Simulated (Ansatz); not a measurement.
# CaB$_{2}$ under strains and displacements

Theory: Ansatz 0.2.0, DFT PBEsol, scalar-relativistic, plane waves, PAW.

Settings: cutoff 420 eV, Γ-centred mesh 15×15×10 on the computed 3-atom cell, Gaussian smearing of 0.10 eV; no spin polarisation.

Reference cell:

```
CELL_PARAMETERS angstrom
3.22643 0.00000 0.00000
-1.61322 2.79417 0.00000
0.00000 0.00000 4.06739
ATOMIC_POSITIONS crystal
Ca 0.00000 0.00000 0.00000
B 0.33333 0.66667 0.50000
B 0.66667 0.33333 0.50000
```

Each variant moves atoms of this cell by the vectors given, if any (Å), and then applies a symmetric strain (tensor components, Cartesian axes). The reference cell isn't relaxed at this level. Energies are per atom at zero smearing, counted from the lowest variant. Pressure is positive in compression.

1. strain (xx yy zz yz xz xy, %) -2.93 -2.93 -5.93 0.00 0.00 0.00
2. strain (xx yy zz yz xz xy, %) 2.00 2.00 -4.00 0.00 0.00 0.00
3. strain (xx yy zz yz xz xy, %) -3.77 -3.77 2.23 0.00 0.00 0.00
4. strain (xx yy zz yz xz xy, %) -2.17 -2.17 0.83 0.00 0.00 0.00
5. strain (xx yy zz yz xz xy, %) 2.79 2.79 -0.21 0.00 0.00 0.00

```tsv
result	ΔE (meV/atom)	P (GPa)
A	0.0	1.33
B	43.4	14.02
C	22.2	4.29
D	21.1	-3.53
E	30.9	-9.05
```

Which variant gave which result?

A is 4, B is 1, C is 3, D is 2, E is 5. The pressure falls as the cell grows: from the smallest volume to the largest the variants are 1, 3, 4, 2, 5.